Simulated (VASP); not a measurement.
VASP 6.6.1 run: BeTe

INCAR

```
EDIFFG = -5E-3
IBRION = 2
SIGMA = 0.02
LREAL = .FALSE.
LASPH = .TRUE.
NSW = 30
ENCUT = 180
NELM = 63
LCHARG = .FALSE.
LWAVE = .FALSE.
NBANDS = 11
ISMEAR = -1
EDIFF = 1E-7
GGA = CA
ISIF = 3
PREC = Low
```

KPOINTS

```
KPOINTS created by Atomic Simulation Environment
0
Gamma
8 8 8
0 0 0
```

POSCAR

```
Be Te
 1.0000000000000000
     3.3564374215858606    0.0000000000000000    0.0000000000000000
     0.0000000000000000    3.3564374215858606    0.0000000000000000
     0.0000000000000000    0.0000000000000000    3.3564374215858606
 Be  Te
   1   1
Cartesian
 -0.0000000000000000  0.0000000000000000  0.0000000000000000
  1.6782187107929301  1.6782187107929301  1.6782187107929301
```

The recommended LDA PAW datasets give the neutral cell 8 valence electrons.

Command

```
mpirun -np 1 vasp_std
```

Q: How does this run end, and what does it give?

A: It converged. Results: relaxed cell vector lengths 3.296, 3.296, 3.296 Å; relaxed cell volume 35.82 Å³.

OSZICAR

```
N       E                     dE             d eps       ncg     rms          rms(c)
DAV:   1     0.532493219968E+01    0.53249E+01   -0.18273E+03   786   0.260E+02
DAV:   2    -0.623020547095E+01   -0.11555E+02   -0.11022E+02   994   0.540E+01
DAV:   3    -0.654309932655E+01   -0.31289E+00   -0.31229E+00   917   0.889E+00
DAV:   4    -0.654424006240E+01   -0.11407E-02   -0.11407E-02   893   0.620E-01
DAV:   5    -0.654424609185E+01   -0.60295E-05   -0.60295E-05   930   0.411E-02    0.827E+00
DAV:   6    -0.653559977217E+01    0.86463E-02   -0.93898E-03   878   0.346E-01    0.505E+00
DAV:   7    -0.653246625386E+01    0.31335E-02   -0.54932E-03   878   0.343E-01    0.348E-01
DAV:   8    -0.653235738102E+01    0.10887E-03   -0.53206E-04   848   0.836E-02    0.131E-01
DAV:   9    -0.653235570108E+01    0.16799E-05   -0.30163E-05   941   0.269E-02    0.226E-02
DAV:  10    -0.653235554476E+01    0.15632E-06   -0.11908E-06   878   0.428E-03    0.203E-03
...
DAV:   8    -0.655512313225E+01    0.73434E-08   -0.38806E-08   520   0.902E-04
   2 F= -.65551231E+01 E0= -.65546029E+01  d E =-.227676E-01
       N       E                     dE             d eps       ncg     rms          rms(c)
DAV:   1    -0.655661682937E+01   -0.14937E-02   -0.16993E-02   836   0.513E-01    0.157E-01
DAV:   2    -0.655570766370E+01    0.90917E-03   -0.20319E-03   785   0.184E-01    0.677E-02
DAV:   3    -0.655557471011E+01    0.13295E-03   -0.45188E-04   851   0.840E-02    0.709E-02
DAV:   4    -0.655556722807E+01    0.74820E-05   -0.12766E-05   839   0.207E-02    0.665E-02
DAV:   5    -0.655555795975E+01    0.92683E-05   -0.81184E-06   836   0.118E-02    0.136E-02
DAV:   6    -0.655555791714E+01    0.42611E-07   -0.13434E-07   761   0.190E-03
   3 F= -.65555579E+01 E0= -.65550231E+01  d E =-.232024E-01
```

```tsv
ionic step	ΔE (meV/atom)	volume (Å³)	largest force (eV/Å)	pressure (GPa)	electronic steps
1	0.0	37.81	0.000	-3.55	11
2	-11.4	35.57	0.000	0.54	8
3	-11.6	35.82	0.000	0.01	6
```

One setting is odd (cell relaxed at a low cutoff), but here it hardly changes the result.

On sound settings the LDA relaxation ends at 36.00 Å³.
